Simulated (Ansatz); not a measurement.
Wires are cut from relaxed bulk Cu (Fm-3m, 11.96 Å³/atom, gap on the mesh 0.00 eV); atoms and period are relaxed, and energies count from that bulk.

Theory: Ansatz 0.2.0, DFT PBE, scalar-relativistic, plane waves, PAW.

Cutoff 420 eV, Gaussian smearing of 0.05 eV, energies at zero smearing, symmetry of each start kept, no spin polarisation.

```
                             start atoms k mesh excess energy (eV per host atom) line energy (eV/Å) period (Å) gap on the mesh (eV) highest filled level or Fermi level under vacuum (eV)
[001] wire, 6 host atoms a period*      6  1×1×15                             0.840               2.082       2.419                     0                                                   4.55
[001] wire, 7 host atoms a period*      7  1×1×15                             0.740               2.102       2.464                     0                                                   4.58
```

* ends far from its start.

Each run keeps its start's symmetry and one magnetic start, so lower states can exist.

Cost: 2 runs of about 37 core-minutes in all, on Arm Neoverse V2 (shared hosts).